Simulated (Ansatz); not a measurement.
A (001) slab of Bi$_{2}$Te$_{3}$ (R-3m (No. 166)), 9 planes, outer planes Bi (top) and Bi (bottom), with 9 atoms (Bi4Te5) in a surface cell of A = 16.621 Å², as cut from the bulk:

```yaml
crystal:
  lattice:
    - [4.38084, 0.00000, 0.00000]
    - [-2.19042, 3.79392, 0.00000]
    - [0.00000, 0.00000, 31.18304]
  atoms:
    - { symbol: Bi, position: [0.33333, 0.66667, 0.24052] }
    - { symbol: Te, position: [0.66667, 0.33333, 0.29578] }
    - { symbol: Te, position: [0.00000, 0.00000, 0.38007] }
    - { symbol: Bi, position: [0.33333, 0.66667, 0.43534] }
    - { symbol: Te, position: [0.66667, 0.33333, 0.50000] }
    - { symbol: Bi, position: [0.00000, 0.00000, 0.56466] }
    - { symbol: Te, position: [0.33333, 0.66667, 0.61993] }
    - { symbol: Te, position: [0.66667, 0.33333, 0.70422] }
    - { symbol: Bi, position: [0.00000, 0.00000, 0.75948] }
```

Level of theory: Ansatz 0.2.0, DFT PBEsol, scalar-relativistic, plane waves, PAW. Plane waves to 420 eV, a k mesh through Γ of 9×9×1 on the computed 9-atom cell and Gaussian smearing (0.05 eV); no spin polarisation.

The relaxed slab holds 1.67 formula units of Bi$_{2}$Te$_{3}$ and 0.67 further Bi. Against those formula units in the bulk and the further Bi in its standard state it lies 1.921 eV higher. The formation energy of Bi$_{2}$Te$_{3}$ from the standard states is -1.121 eV a formula unit (uncorrected, no zero-point or thermal terms).

Task: Over what range can the chemical potential of Bi vary, and what is the surface energy at both ends?

Result: In contact with the bulk, 2μ(Bi) + 3μ(Te) is fixed. With Δμ counted from the standard states, Δμ(Bi) ≤ 0 keeps elemental Bi from forming, and Δμ(Te) ≤ 0 requires Δμ(Bi) ≥ ΔH/2 = -0.560 eV. Other compounds of Bi and Te can narrow this range. Then γ, the mean of both faces, = [1.921 eV − 0.67·Δμ(Bi)]/(2A). At the Bi-rich end (Δμ = 0): 1.921/(2 × 16.621) × 16.02 = 0.93 J/m². At the Bi-poor end: (1.921 + 0.373)/(2 × 16.621) × 16.02 = 1.11 J/m².

Task: How does its energy depend on growth conditions?

Result: It carries an excess of Bi, so its energy falls by 0.32 J/m² for each eV that μ(Bi) rises: Bi-rich conditions lower it; whether it appears depends on the other terminations.